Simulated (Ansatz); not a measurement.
Calculation for Li (omega type): DFT, PBE, PAW with Ansatz's default frozen-core files, scalar-relativistic (Ansatz 0.2.0). This run: omega relaxed under pressure.

The start is a guessed cell of a prototype that needn't be stable.

Command: `ansatz run input.yaml --threads 1 --pin off --max-ram 3584MiB --backend cpu --events-out ev --progress --plain --runs-dir out` It took 14 s on 1 thread of Arm Neoverse V2, with other jobs on the host, peak memory 0.3 GiB.

```yaml
crystal:
  lattice:
    - [3.6214260342, 0.0, 0.0]
    - [-1.8107130171, 3.1362469436, 0.0]
    - [0.0, 0.0, 2.2452841412]
  atoms:
    - { symbol: Li, position: [0.0, 0.0, 0.0] }
    - { symbol: Li, position: [0.3333333333, 0.6666666667, 0.5] }
    - { symbol: Li, position: [0.6666666667, 0.3333333333, 0.5] }
kpoints:
  mp_grid: { grid: [10, 10, 14] }
scf:
  occupations: { method: fermi_dirac, width: 0.08 }
hamiltonian:
  xc: pbe
  pseudopotentials: { kind: paw }
output:
  forces: true
  stress: true
  eigenvalues: true
relax:
  f_tol: 0.005
  max_steps: 40
  cell: { p_target: 51.0, stress_tol: 0.03 }
```

Output:

```
Engine: ansatz 0.2.0
Pseudopotentials: kind: paw
Pseudopotential: Li, paw, valence charge 3, recommended cutoff 420 eV (normal), Li.paw.azcp
Functional definition: PBE
  parameter kappa = 0.804
  parameter beta = 0.06672455060314922
  exchange = pbe_x(kappa = kappa, mu = beta*pi^2/3)
  correlation = pbe_c(beta = beta)
Crystal: 3 atoms, lattice volume = 25.501 Å³
Basis set: ecut = 420 eV, 499 PW (Γ), exchange–correlation on 50×50×32 points (8 copies of the dense FFT grid, shifted against one another)
Bands: 9, of which v1, the nominal top of the filled ones, is band 5 counted from 1 (4 counted from 0)
Symmetry: 24 space group operations
Space group: P6/mmm (ITA 191), of the structure as read, at distance tolerance 2.9e-5 Å
k-points: 112 of 1400
Non-local potential: Li, projectors of the file, l = 0: 3, l = 1: 2, l = 2: 1
PAW form: soft (Blöchl's): semilocal exchange-correlation on the pseudo side does not see the compensation charge
PAW one-centre angular grid: Li, 110 points (default); XC on 64 Gauss nodes
Initial density: superposition of atomic densities (neutral atoms: chi_scale 0, normalization atom), corrected by the library's trained network
Initial wavefunctions: pseudopotential atomic-orbital guess
Functional: x = pbe(κ = 0.804, μ = 0.2195149727645171), c = pbe(β = 0.06672455060314922)
SCF iter   1: F=—  HF=-611.081361 eV  |F-HF|=—  |Δ(HF+E_count)|=         —  Δρ=2.02e-3  dr2=1.37e-3  ethr=1.77e-3  ⟨swp⟩=4.2  Hψ=5966  notcnv=0
preconditioner: auto → none  [metal: Δε(μ)=0.061 eV  Ē_g=8.475 eV  σ=0.080 eV  W_gap=0.18  n_scr=6 (ndim 8)  ℏωp=12.7 eV  f_vac=0.000  D(μ)=1.09/eV (n_scr^D=6)  sad-step TF]
SCF iter   2: F=—  HF=-611.081452 eV  |F-HF|=—  |Δ(HF+E_count)|=   9.06e-5  Δρ=1.25e-3  dr2=6.04e-4  ethr=1.53e-5  ⟨swp⟩=1.0  Hψ=1904  notcnv=0
SCF iter   3: F=—  HF=-611.081397 eV  |F-HF|=—  |Δ(HF+E_count)|=   5.41e-5  Δρ=6.55e-5  dr2=1.03e-6  ethr=6.71e-6  ⟨swp⟩=1.6  Hψ=1094  notcnv=0
SCF iter   4: F=—  HF=-611.081400 eV  |F-HF|=—  |Δ(HF+E_count)|=   2.75e-6  Δρ=1.20e-5  dr2=1.44e-8  ethr=1.14e-8  ⟨swp⟩=2.7  Hψ=1475  notcnv=0
iter 5 did not close the SCF: its close was put off for the readings that it lacked (scf_convergence_deferred on its scf_iter line)
SCF iter   5: F=-611.081400 eV  HF=-611.081400 eV  |F-HF|=1.75e-10  |Δ(HF+E_count)|=   2.80e-8  Δρ=8.34e-7  dr2=8.94e-11  ethr=1.60e-10  ⟨swp⟩=2.0  Hψ=1287  notcnv=0
SCF iter   6: F=-611.081400 eV  HF=-611.081400 eV  |F-HF|=3.41e-13  |Δ(HF+E_count)|=  1.95e-10  Δρ=3.95e-8  dr2=2.34e-13  ethr=1.00e-12  ⟨swp⟩=1.3  Hψ=2929  notcnv=0
SCF 1 converged in 6 iterations: F = -611.081400 eV  dr2 = 2.34e-13
  greatest PAW one-centre occupation: 1.000 electrons in one spin orbital (limit 2), on the Li atom at site 0 (counted from 0), in its partial waves of l = 0
relax step   1: F+E_penalty+E_count = -611.08140024 eV  Δ(F+E_penalty+E_count) = +0.000e0 eV  max|allowed force component| = 3.161e-17 eV/Å  Δτ_max = 0.0000 Å  P = +51.258 GPa  Ω = 25.501 Å³  (6 SCF iters, dr2 threshold 1.00e-7 eV, accepted)
Crystal: 3 atoms, lattice volume = 25.498 Å³
Initial density: handed on by an earlier stage of this run
Initial wavefunctions: those handed on with the density
iter 1 solved again at ethr=1.03e-6 eV; its pass at ethr=3.10e-3 eV (dr2=9.31e-5 eV) is discarded
SCF iter   1: F=—  HF=-611.091184 eV  |F-HF|=—  |Δ(HF+E_count)|=         —  Δρ=7.07e-4  dr2=1.02e-4  ethr=1.03e-6  ⟨swp⟩=2.0  Hψ=7959  notcnv=0
preconditioner: auto → none  [metal: Δε(μ)=0.029 eV  Ē_g=8.476 eV  σ=0.080 eV  W_gap=0.09  n_scr=6 (ndim 8)  ℏωp=12.7 eV  f_vac=0.000  D(μ)=1.19/eV (n_scr^D=8)]
SCF iter   2: F=—  HF=-611.091222 eV  |F-HF|=—  |Δ(HF+E_count)|=   3.81e-5  Δρ=3.71e-4  dr2=2.78e-5  ethr=1.03e-6  ⟨swp⟩=1.0  Hψ=1008  notcnv=0
SCF iter   3: F=-611.091234 eV  HF=-611.091234 eV  |F-HF|=5.24e-10  |Δ(HF+E_count)|=   1.21e-5  Δρ=3.83e-6  dr2=3.52e-9  ethr=3.33e-9  ⟨swp⟩=3.3  Hψ=3852  notcnv=0
SCF 2 converged in 3 iterations: F = -611.091234 eV  dr2 = 3.52e-9
relax step   2: F+E_penalty+E_count = -611.09123443 eV  Δ(F+E_penalty+E_count) = -9.834e-3 eV  max|allowed force component| = 2.930e-17 eV/Å  Δτ_max = 0.0000 Å  P = +51.243 GPa  Ω = 25.498 Å³  energy of the carried Pulay correction = +1.798e-7 eV  (3 SCF iters, dr2 threshold 3.00e-7 eV, accepted)
Crystal: 3 atoms, lattice volume = 25.469 Å³
iter 1 solved again at ethr=2.68e-5 eV; its pass at ethr=3.10e-3 eV (dr2=2.41e-3 eV) is discarded
SCF iter   1: F=—  HF=-611.113656 eV  |F-HF|=—  |Δ(HF+E_count)|=         —  Δρ=3.42e-3  dr2=2.41e-3  ethr=2.68e-5  ⟨swp⟩=1.0  Hψ=8715  notcnv=0
preconditioner: auto → none  [metal: Δε(μ)=0.029 eV  Ē_g=8.488 eV  σ=0.080 eV  W_gap=0.09  n_scr=6 (ndim 8)  ℏωp=12.7 eV  f_vac=0.000  D(μ)=1.03/eV (n_scr^D=6)]
SCF iter   2: F=—  HF=-611.114285 eV  |F-HF|=—  |Δ(HF+E_count)|=   6.28e-4  Δρ=1.77e-3  dr2=6.33e-4  ethr=2.68e-5  ⟨swp⟩=1.0  Hψ=1008  notcnv=0
SCF iter   3: F=—  HF=-611.114552 eV  |F-HF|=—  |Δ(HF+E_count)|=   2.67e-4  Δρ=4.73e-5  dr2=5.01e-7  ethr=7.03e-6  ⟨swp⟩=1.0  Hψ=1018  notcnv=0
SCF iter   4: F=—  HF=-611.114557 eV  |F-HF|=—  |Δ(HF+E_count)|=   4.78e-6  Δρ=9.29e-6  dr2=1.69e-8  ethr=3.33e-9  ⟨swp⟩=6.4  Hψ=5388  notcnv=0
SCF iter   5: F=-611.114557 eV  HF=-611.114557 eV  |F-HF|=9.46e-11  |Δ(HF+E_count)|=   1.02e-8  Δρ=9.69e-7  dr2=2.00e-10  ethr=1.87e-10  ⟨swp⟩=2.4  Hψ=3149  notcnv=0
SCF 3 converged in 5 iterations: F = -611.114557 eV  dr2 = 2.00e-10
relax step   3: F+E_penalty+E_count = -611.11455675 eV  Δ(F+E_penalty+E_count) = -2.332e-2 eV  max|allowed force component| = 1.118e-17 eV/Å  Δτ_max = 0.0000 Å  P = +50.937 GPa  Ω = 25.469 Å³  energy of the carried Pulay correction = +1.618e-6 eV  (5 SCF iters, dr2 threshold 3.00e-7 eV, accepted)
Crystal: 3 atoms, lattice volume = 25.125 Å³
Basis set: ecut = 420 eV, 487 PW (Γ), exchange–correlation on 50×50×32 points (8 copies of the dense FFT grid, shifted against one another)
iter 1 solved again at ethr=1.97e-5 eV; its pass at ethr=3.10e-3 eV (dr2=1.77e-3 eV) is discarded
SCF iter   1: F=—  HF=-611.007146 eV  |F-HF|=—  |Δ(HF+E_count)|=         —  Δρ=2.88e-3  dr2=1.78e-3  ethr=1.97e-5  ⟨swp⟩=1.9  Hψ=9230  notcnv=0
preconditioner: auto → none  [metal: Δε(μ)=0.031 eV  Ē_g=8.573 eV  σ=0.080 eV  W_gap=0.10  n_scr=6 (ndim 8)  ℏωp=12.8 eV  f_vac=0.000  D(μ)=1.02/eV (n_scr^D=6)]
SCF iter   2: F=—  HF=-611.007491 eV  |F-HF|=—  |Δ(HF+E_count)|=   3.45e-4  Δρ=1.46e-3  dr2=4.33e-4  ethr=1.97e-5  ⟨swp⟩=1.0  Hψ=1008  notcnv=0
[... lines left out ...]
Basis set: ecut = 420 eV, 487 PW (Γ), exchange–correlation on 54×54×30 points (8 copies of the dense FFT grid, shifted against one another)
Initial wavefunctions: pseudopotential atomic-orbital guess (no wavefunctions were taken with the density)
iter 1 solved again at ethr=7.70e-9 eV; its pass at ethr=3.10e-3 eV (dr2=6.93e-7 eV) is discarded
SCF iter   1: F=—  HF=-611.086891 eV  |F-HF|=—  |Δ(HF+E_count)|=         —  Δρ=3.30e-4  dr2=6.34e-7  ethr=7.70e-9  ⟨swp⟩=3.0  Hψ=8736  notcnv=0
SCF iter   2: F=—  HF=-611.086941 eV  |F-HF|=—  |Δ(HF+E_count)|=   4.99e-5  Δρ=1.65e-4  dr2=1.60e-7  ethr=7.04e-9  ⟨swp⟩=2.5  Hψ=1402  notcnv=0
SCF iter   3: F=—  HF=-611.086963 eV  |F-HF|=—  |Δ(HF+E_count)|=   2.16e-5  Δρ=1.71e-6  dr2=3.68e-10  ethr=1.77e-9  ⟨swp⟩=2.7  Hψ=1539  notcnv=0
SCF iter   4: F=-611.086963 eV  HF=-611.086963 eV  |F-HF|=1.98e-11  |Δ(HF+E_count)|=   1.28e-9  Δρ=3.13e-7  dr2=1.00e-11  ethr=1.00e-12  ⟨swp⟩=4.8  Hψ=3177  notcnv=0
SCF 9 converged in 4 iterations: F = -611.086963 eV  dr2 = 1.00e-11
relax step   9: F+E_penalty+E_count = -611.08696283 eV  Δ(F+E_penalty+E_count) = +3.594e-5 eV  max|allowed force component| = 6.553e-18 eV/Å  Δτ_max = 0.0000 Å  P = +51.003 GPa  Ω = 25.370 Å³  stress off target by 4.90e-3 GPa  SCF on the basis re-selected at this cell (its energy is not comparable with the rows above)  (4 SCF iters)
basis re-selected at this cell: Δ(F+E_penalty+E_count) = +3.594e-5 eV, ΔP = +0.003 GPa vs the last step (what re-selecting the basis moved, of the pressure what is left beyond the Pulay correction that the steps carried, after the strain that the cell walked since its last selection, with what the two solves' SCF thresholds leave and, on support functions, any second-order correction that the steps lacked; it is no measure of the basis error at this ecutwfc). The dense FFT grid was sized anew with the basis: this SCF ran on 27×27×15 points, the steps before it on 25×25×16, so part of this shift can come from that change (see relax.cell in the input reference). This SCF's stress stands 4.90e-3 GPa from its target on what of the cell is left free (relax.cell.stress_tol is 3.00e-2 GPa) and its largest allowed force component is 6.55e-18 eV/Å (relax.f_tol is 5.00e-3 eV/Å): within both
SCF converged after 4 iterations
Free energy (F): -611.086963 eV
Harris-Foulkes:  -611.086963 eV  (|F-HF|=1.98e-11)
Internal energy: -611.064667 eV  (E = F + TS)
E sigma→0 (E₀):  -611.075815 eV
Entropy (-TS):   -0.022296 eV (-7.432 meV/atom)
Fermi energy:    5.200744 eV
--- Per-component energies (eV) ---
  E_band       = -230.738905
  E_kinetic    = 77.129517
  E_local      = -307.245776  (includes V_loc(G=0)·N_el)
  E_nonlocal   = -97.665473
  E_hartree    = 90.097994
  E_xc         = -35.113061
  E_vxc        = -45.455051  (∫ρ·V_xc dr)
  E_paw        = -63.516927  (= ΣΔE_a)
  E_vpaw       = -37.698142  (= ΣTr[D̂ρ^β])
  E_aug_tail   = 0.000036  (compensation charges beyond the density's cutoff)
  E_ewald      = -274.750977
  E_smearing   = -0.022296  (= −TS)
  E_closure    = 0.000000  (closes the sum)
  Σ components = -611.086963   (vs F -611.086963, Δ=0.00e0)
--- Forces (eV/Å), atoms counted from 1 ---
  atom   1  Li    -0.00000000     0.00000000     0.00000000
  atom   2  Li    -0.00000000    -0.00000000     0.00000000
  atom   3  Li    -0.00000000     0.00000000     0.00000000
  max |Σ_I F_I| component: 2.31e-18 eV/Å
--- Stress (GPa, compression-positive) ---
       51.001376       0.000000       0.000000
        0.000000      51.001376       0.000000
        0.000000       0.000000      51.004905
  P = ⅓ Tr σ = 51.0026 GPa (510.026 kbar)
--- Band table (eV; the first three rows and the last of 112) ---
  k-point 0: bands = ["-40.6444", "-40.2792", "-40.2525", "1.2162", "7.8787", "7.8787", "7.8813", "7.8813", "18.2079"]
  k-point 1: bands = ["-40.6260", "-40.2686", "-40.2399", "1.2975", "8.0575", "8.0575", "8.0619", "8.0619", "17.4926"]
  k-point 2: bands = ["-40.5738", "-40.2392", "-40.2045", "1.5416", "8.5929", "8.5929", "8.6036", "8.6036", "15.7058"]
  k-point 111: bands = ["-40.1285", "-40.0982", "-40.0934", "6.7313", "6.8456", "7.7925", "12.6397", "12.6511", "13.9761"]
--- Relaxed structure (8 steps of the walk, 7 accepted, 1 SCFs on fresh bases) ---
  F+E_penalty+E_count = -611.08696283 eV   max|allowed force component| = 6.553e-18 eV/Å   (the final SCF, on the basis selected at the relaxed cell)
  cell:  # Å, volume = 25.3696 Å³
    - [3.7793607215744296, 0.0, 0.0]
    - [-1.8896803607872148, 3.273022394948543, 0.0]
    - [0.0, 0.0, 2.0509115875677666]
  atoms:
    - { symbol: Li, position: [-1.8420983240042746e-35, -3.241017191862956e-35, 0.0] }
    - { symbol: Li, position: [0.33333333333333337, 0.6666666666666667, 0.49999999999999994] }
    - { symbol: Li, position: [0.6666666666666666, 0.33333333333333337, 0.49999999999999994] }
```

Next run (beta tin relaxed under pressure), as changes to the input before:

```diff
   lattice:
-    - [3.6214260342, 0.0, 0.0]
-    - [-1.8107130171, 3.1362469436, 0.0]
-    - [0.0, 0.0, 2.2452841412]
+    - [-1.9804791178, 1.9804791178, 1.0892635148]
+    - [1.9804791178, -1.9804791178, 1.0892635148]
+    - [1.9804791178, 1.9804791178, -1.0892635148]
   atoms:
-    - { symbol: Li, position: [0.0, 0.0, 0.0] }
-    - { symbol: Li, position: [0.3333333333, 0.6666666667, 0.5] }
-    - { symbol: Li, position: [0.6666666667, 0.3333333333, 0.5] }
+    - { symbol: Li, position: [-0.375, -0.125, -0.25] }
+    - { symbol: Li, position: [0.375, 0.125, 0.25] }
 kpoints:
-  mp_grid: { grid: [10, 10, 14] }
+  mp_grid: { grid: [20, 20, 20] }
 scf:
```

Command: `ansatz run input.yaml --threads 1 --pin off --max-ram 3584MiB --backend cpu --events-out ev --progress --plain --runs-dir out` It took 37 s on 1 thread of Arm Neoverse V2, on a shared host, peak memory 0.38 GiB.

Results part of the output:

```
basis re-selected at this cell: Δ(F+E_penalty+E_count) = +3.577e-5 eV, ΔP = +0.000 GPa vs the last step (what re-selecting the basis moved, of the pressure what is left beyond the Pulay correction that the steps carried, after the strain that the cell walked since its last selection, with what the two solves' SCF thresholds leave and, on support functions, any second-order correction that the steps lacked; it is no measure of the basis error at this ecutwfc). The dense FFT grid was sized anew with the basis: this SCF ran on 20×20×20 points, the steps before it on 24×24×24, so part of this shift can come from that change (see relax.cell in the input reference). This SCF's stress stands 5.91e-3 GPa from its target on what of the cell is left free (relax.cell.stress_tol is 3.00e-2 GPa) and its largest allowed force component is 7.81e-18 eV/Å (relax.f_tol is 5.00e-3 eV/Å): within both
SCF converged after 4 iterations
Free energy (F): -407.257720 eV
Harris-Foulkes:  -407.257720 eV  (|F-HF|=3.47e-12)
Internal energy: -407.242259 eV  (E = F + TS)
E sigma→0 (E₀):  -407.249990 eV
Entropy (-TS):   -0.015461 eV (-7.731 meV/atom)
Fermi energy:    5.170962 eV
--- Per-component energies (eV) ---
  E_band       = -154.063269
  E_kinetic    = 51.541883
  E_local      = -204.541729  (includes V_loc(G=0)·N_el)
  E_nonlocal   = -65.137449
  E_hartree    = 59.899449
  E_xc         = -23.553466
  E_vxc        = -30.495697  (∫ρ·V_xc dr)
  E_paw        = -42.356974  (= ΣΔE_a)
  E_vpaw       = -25.229252  (= ΣTr[D̂ρ^β])
  E_aug_tail   = 0.000078  (compensation charges beyond the density's cutoff)
  E_ewald      = -183.094050
  E_smearing   = -0.015461  (= −TS)
  E_closure    = 0.000000  (closes the sum)
  Σ components = -407.257720   (vs F -407.257720, Δ=0.00e0)
--- Forces (eV/Å), atoms counted from 1 ---
  atom   1  Li    -0.00000000     0.00000000     0.00000000
  atom   2  Li     0.00000000    -0.00000000    -0.00000000
  max |Σ_I F_I| component: 5.20e-18 eV/Å
--- Stress (GPa, compression-positive) ---
       51.005911      -0.000000      -0.000000
       -0.000000      51.005911       0.000000
       -0.000000      -0.000000      50.996413
  P = ⅓ Tr σ = 51.0027 GPa (510.027 kbar)
--- Band table (eV; the first three rows and the last of 641) ---
  k-point 0: bands = ["-40.8295", "-40.0485", "1.4005", "12.6507", "12.6507", "16.1711", "24.0385"]
  k-point 1: bands = ["-40.8243", "-40.0529", "1.4212", "12.1517", "12.7006", "16.7227", "24.0826"]
  k-point 2: bands = ["-40.8088", "-40.0659", "1.4840", "11.1272", "12.8502", "17.8868", "24.2352"]
  k-point 640: bands = ["-40.3973", "-40.3973", "4.1266", "4.1266", "12.6212", "12.6212", "24.0791"]
--- Relaxed structure (7 steps of the walk, 7 accepted, 1 SCFs on fresh bases) ---
  F+E_penalty+E_count = -407.25772028 eV   max|allowed force component| = 7.806e-18 eV/Å   (the final SCF, on the basis selected at the relaxed cell)
  cell:  # Å, volume = 16.5081 Å³
    - [-1.9157488246925833, 1.9157488246925833, 1.124503243240484]
    - [1.9157488246925833, -1.9157488246925833, 1.124503243240484]
    - [1.9157488246925833, 1.9157488246925833, -1.124503243240484]
  atoms:
    - { symbol: Li, position: [-0.3750000000000001, -0.125, -0.25000000000000006] }
    - { symbol: Li, position: [0.3750000000000001, 0.125, 0.25000000000000006] }
```

Next run (simple hexagonal relaxed under pressure), as changes to the input before:

```diff
   lattice:
-    - [-1.9804791178, 1.9804791178, 1.0892635148]
-    - [1.9804791178, -1.9804791178, 1.0892635148]
-    - [1.9804791178, 1.9804791178, -1.0892635148]
+    - [2.1907235995, 0.0, 0.0]
+    - [-1.0953617997, 1.8972222898, 0.0]
+    - [0.0, 0.0, 2.0592801835]
   atoms:
-    - { symbol: Li, position: [-0.375, -0.125, -0.25] }
-    - { symbol: Li, position: [0.375, 0.125, 0.25] }
+    - { symbol: Li, position: [0.0, 0.0, 0.0] }
 kpoints:
-  mp_grid: { grid: [20, 20, 20] }
+  mp_grid: { grid: [20, 20, 18] }
 scf:
```

Results part of the output:

```
basis re-selected at this cell: Δ(F+E_penalty+E_count) = +1.463e-5 eV, ΔP = -0.000 GPa vs the last step (what re-selecting the basis moved, of the pressure what is left beyond the Pulay correction that the steps carried, after the strain that the cell walked since its last selection, with what the two solves' SCF thresholds leave and, on support functions, any second-order correction that the steps lacked; it is no measure of the basis error at this ecutwfc). This SCF's stress stands 1.53e-3 GPa from its target on what of the cell is left free (relax.cell.stress_tol is 3.00e-2 GPa) and its largest allowed force component is 0.00e0 eV/Å (relax.f_tol is 5.00e-3 eV/Å): within both
SCF converged after 4 iterations
Free energy (F): -203.648326 eV
Harris-Foulkes:  -203.648326 eV  (|F-HF|=1.31e-12)
Internal energy: -203.643073 eV  (E = F + TS)
E sigma→0 (E₀):  -203.645700 eV
Entropy (-TS):   -0.005253 eV (-5.253 meV/atom)
Fermi energy:    5.250405 eV
--- Per-component energies (eV) ---
  E_band       = -77.004837
  E_kinetic    = 25.751427
  E_local      = -102.257258  (includes V_loc(G=0)·N_el)
  E_nonlocal   = -32.563810
  E_hartree    = 29.951474
  E_xc         = -11.765289
  E_vxc        = -15.232784  (∫ρ·V_xc dr)
  E_paw        = -21.177688  (= ΣΔE_a)
  E_vpaw       = -12.605364  (= ΣTr[D̂ρ^β])
  E_aug_tail   = 0.000004  (compensation charges beyond the density's cutoff)
  E_ewald      = -91.581933
  E_smearing   = -0.005253  (= −TS)
  E_closure    = 0.000000  (closes the sum)
  Σ components = -203.648326   (vs F -203.648326, Δ=0.00e0)
--- Forces (eV/Å), atoms counted from 1 ---
  atom   1  Li    -0.00000000     0.00000000     0.00000000
  max |Σ_I F_I| component: 2.05e-33 eV/Å
--- Stress (GPa, compression-positive) ---
       50.998466       0.000000      -0.000000
        0.000000      50.998466       0.000000
       -0.000000       0.000000      50.999984
  P = ⅓ Tr σ = 50.9990 GPa (509.990 kbar)
--- Band table (eV; the first three rows and the last of 440) ---
  k-point 0: bands = ["-40.7883", "1.3797", "29.1885", "29.6933", "29.6933", "32.8192"]
  k-point 1: bands = ["-40.7754", "1.4297", "27.1345", "29.7997", "29.7997", "35.1554"]
  k-point 2: bands = ["-40.7383", "1.5776", "24.2036", "30.1174", "30.1174", "36.2650"]
  k-point 439: bands = ["-40.0312", "14.3567", "14.9407", "16.2884", "18.5573", "20.0973"]
--- Relaxed structure (5 steps of the walk, 5 accepted, 1 SCFs on fresh bases) ---
  F+E_penalty+E_count = -203.64832599 eV   max|allowed force component| = 0.000e0 eV/Å   (the final SCF, on the basis selected at the relaxed cell)
  cell:  # Å, volume = 8.2814 Å³
    - [2.202622223480515, -2.902423780604787e-11, -9.075564904708341e-33]
    - [-1.1013111117151213, 1.9075268004888029, 9.777562292985852e-33]
    - [-8.531031010309996e-33, 3.61922527710121e-33, 1.9710408221481854]
  atoms:
    - { symbol: Li, position: [0.0, 0.0, 0.0] }
```
